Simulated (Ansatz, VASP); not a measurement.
**Ag: VASP beside Ansatz**

The input INCAR:

```
SYSTEM = Ag
  ALGO = Normal
  EDIFF = 1E-7
  ENCUT = 520
  GGA = PS
  ISIF = 2
  ISMEAR = 0
  LASPH = .True.
  LCHARG = .False.
  LREAL = .False.
  LWAVE = .False.
  NBANDS = 12
  NELM = 100
  PREC = Accurate
  SIGMA = 0.15
```

Contents of KPOINTS:

```
k-points
0
Gamma
  14 14 14
  0 0 0
```

File POSCAR:

```
Ag
1.0
    0.0000000000      2.0272070346      2.0272070346
    2.0272070346      0.0000000000      2.0272070346
    2.0272070346      2.0272070346      0.0000000000
Ag
1
Direct
    0.0000000000      0.0000000000      0.0000000000
```

Input for Ansatz:

```yaml
crystal:
  lattice:
    - [0.0, 2.0272070349, 2.0272070349]
    - [2.0272070349, 0.0, 2.0272070349]
    - [2.0272070349, 2.0272070349, 0.0]
  atoms:
    - { symbol: Ag, position: [0.0, 0.0, 0.0] }
basis:
  ecutwfc: 420
kpoints:
  mp_grid: { grid: [14, 14, 14] }
hamiltonian:
  xc: pbesol
scf:
  occupations: { method: gaussian, width: 0.15 }
output:
  forces: true
  stress: true
  eigenvalues: true
```

Alike in both runs: task single point; functional PBEsol; k mesh 14 × 14 × 14; occupations gaussian, width 0.15 eV; no spin polarisation.

|  | VASP | Ansatz |
| --- | --- | --- |
| version | VASP 6.6.1 | Ansatz 0.2.0 |
| potentials or method | VASP PAW PBE potentials, release 64 (Ag) | scalar-relativistic, plane waves, PAW |
| plane-wave cutoff (eV) | 520 | 420 |
| valence electrons in the cell | 11 | 19 |

|  | VASP | Ansatz | Ansatz less VASP |
| --- | --- | --- | --- |
| gap on the k mesh at the Fermi level (eV) | none | none | - |
| pressure (GPa) | -0.3 | -0.1 | +0.22 |

A gap of «none» marks a metal or a gap that the smearing closes. The two sets of potentials don't hold the same shells in valence.

Caveats: the PAW data sets were made with another functional, which shifts forces and pressure a little (VASP).
